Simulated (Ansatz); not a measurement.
P: start and end of a relaxation

Recipe of this trial structure of P: 3-, 6-connected net of one element (R-3c, No. 167). Lengths were set from tabulated atomic sizes, so they are only a guess.

POSCAR.start

```
P
1.0
     2.71512    1.56757    4.64410
    -2.71512    1.56757    4.64410
     0.00000   -3.13515    4.64410
P
10
Direct
  0.75000 0.75000 0.75000
  0.25000 0.25000 0.25000
  0.00000 0.00000 0.00000
  0.50000 0.50000 0.50000
  0.12282 0.37718 0.75000
  0.75000 0.12282 0.37718
  0.37718 0.75000 0.12282
  0.25000 0.87718 0.62282
  0.87718 0.62282 0.25000
  0.62282 0.25000 0.87718
```

Method: DFT PBE, scalar-relativistic, plane waves, PAW in Ansatz. Cutoff 420 eV, Gaussian smearing, Γ-centred meshes. Cell and atoms relax first on a coarse mesh and then on a finer one. In between, the cell is made exact in the group found at 0.06 Å. In metals the finer mesh still leaves noise of several meV/atom or more. The steps can't lower the symmetry of their start. No spin polarisation.

POSCAR.end

```
P
1.0
     2.78284    1.60667    6.87305
    -2.78284    1.60667    6.87305
     0.00000   -3.21335    6.87305
P
10
Direct
  0.75000 0.75000 0.75000
  0.25000 0.25000 0.25000
  0.00000 0.00000 0.00000
  0.50000 0.50000 0.50000
  0.13590 0.36410 0.75000
  0.75000 0.13590 0.36410
  0.36410 0.75000 0.13590
  0.25000 0.86410 0.63590
  0.86410 0.63590 0.25000
  0.63590 0.25000 0.86410
```

The symmetry stays R-3c (No. 167). The volume per atom grows by 55.5 %, from 11.9 to 18.4 Å³. The shortest distance goes from 2.02 Å (P–P) to 2.15 Å (P–P). The ratio c/a of the conventional cell changes by a factor of 1.44. The energy falls by about 0.75 eV/atom (the start's value is from the coarse mesh).

- Volume per atom: 18.44 Å³
- Density: 2.79 g/cm³
- Energy over the standard state: +0.47 eV/atom
- Gap on the 12×12×12 mesh of the 10-atom cell: 0 eV (a metal)

Energies count from the standard state of P at the same level. The references include black phosphorus. It lies above the standard state, so it could only be metastable.

The last run used Gaussian smearing of 0.10 eV. The reference form of P is held partly by dispersion forces, which this level lacks. A structure relaxed within its symmetry needn't be a true minimum. In all, the 3 runs took 11 min on 1 thread of Arm Neoverse V1, on a shared host. Another cell of P relaxed alike, in Pm-3m, lies 0.38 eV/atom lower, so this cell isn't the stable form at this level.
